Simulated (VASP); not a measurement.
Crystal: TiO2 (Anatase).

```
Ti O
1.0
    -1.89210    1.89210    4.75730
     1.89210   -1.89210    4.75730
     1.89210    1.89210   -4.75730
Ti O
2 4
Direct
  0.75000 0.25000 0.50000
  0.00000 0.00000 0.00000
  0.79190 0.79190 0.00000
  0.54190 0.04190 0.50000
  0.95810 0.45810 0.50000
  0.20810 0.20810 0.00000
```

```yaml
Program: VASP 6.6.1
Task: relaxation of cell and atoms
Functional: BLYP
Dispersion: D4
Potentials_or_basis: VASP PAW PBE potentials, release 64 (Ti_sv, O)
Cutoff: 600 eV
k_mesh: 10 × 10 × 10
Occupations: fermi-dirac, width 0.05 eV
Spin: no spin polarisation
```

At the start: pressure 4.2 GPa; volume 11.35 Å³/atom.

Question: How do energy, volume and symmetry change on relaxing?

Answer: Over 11 steps the energy falls by 3.3 meV/atom and the volume is 11.58 Å³/atom (+2.0 %); space group I4_1/amd (No. 141, to 0.05 Å).

Step by step:
| step | energy change (eV) | largest force (eV/Å) | pressure (GPa) | volume (Å³) |
| --- | --- | --- | --- | --- |
| 1 | 0.0000 | 0.1966 | 4.22 | 68.13 |
| 2 | 0.0117 | 0.2583 | -4.97 | 71.12 |
| 3 | -0.0192 | 0.0189 | -0.06 | 69.41 |
| 4 | -0.0192 | 0.0149 | -0.01 | 69.39 |
| 5 | -0.0194 | 0.0220 | 0.07 | 69.38 |
| 6 | -0.0195 | 0.0372 | 0.16 | 69.36 |
| 7 | -0.0197 | 0.0332 | 0.15 | 69.40 |
| 8 | -0.0199 | 0.0206 | 0.00 | 69.49 |
| 9 | -0.0197 | 0.0056 | -0.32 | 69.67 |
| 10 | -0.0199 | 0.0129 | -0.13 | 69.54 |
| 11 | -0.0200 | 0.0022 | 0.00 | 69.50 |

Final structure:
```xyz
6
Lattice="-1.8977 1.8977 4.8248 1.8977 -1.8977 4.8248 1.8977 1.8977 -4.8248" Properties=species:S:1:pos:R:3 pbc="T T T"
Ti    0.0000    1.8977    2.4124
Ti    0.0000    0.0000    0.0000
O     1.8977    1.8977    2.8206
O     0.0000    1.8977    0.4082
O     0.0000    1.8977    4.4166
O     1.8977    1.8977   -2.8206
```

Caveat: the PAW data sets were made with another functional, which shifts forces and pressure a little.
